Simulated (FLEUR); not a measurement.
CdS (Greenockite):

```
CELL_PARAMETERS angstrom
4.15000 0.00000 0.00000
-2.07500 3.59401 0.00000
0.00000 0.00000 6.73700
ATOMIC_POSITIONS crystal
Cd 0.66667 0.33333 0.50000
Cd 0.33333 0.66667 0.00000
S 0.66667 0.33333 0.87500
S 0.33333 0.66667 0.37500
```

Base run:

```yaml
Program: FLEUR MaX-R8.1 (later development tree)
Functional: PBEsol
Potentials_or_basis: all-electron
Basis: FLAPW
Kmax: 5.16 1/bohr
k_mesh: 7 × 7 × 4
Occupations: fermi-dirac, width 0.05 eV
Spin: no spin polarisation
```

Its results: band gap on the k mesh 1.06 eV, direct.

Question: The run is repeated on the same cell with these changes: functional from PBEsol to r2SCAN. What comes out?

Answer: Band gap on the k mesh 1.66 eV, direct.

r2SCAN gives the wider gap, since meta-GGAs in the generalised Kohn-Sham scheme recover part of the derivative discontinuity.

Caveats: the meta-GGA is that of a development version, with a GGA for the radial functions and cores and without core tails (some runs).

Not every run made on this cell is shown here.
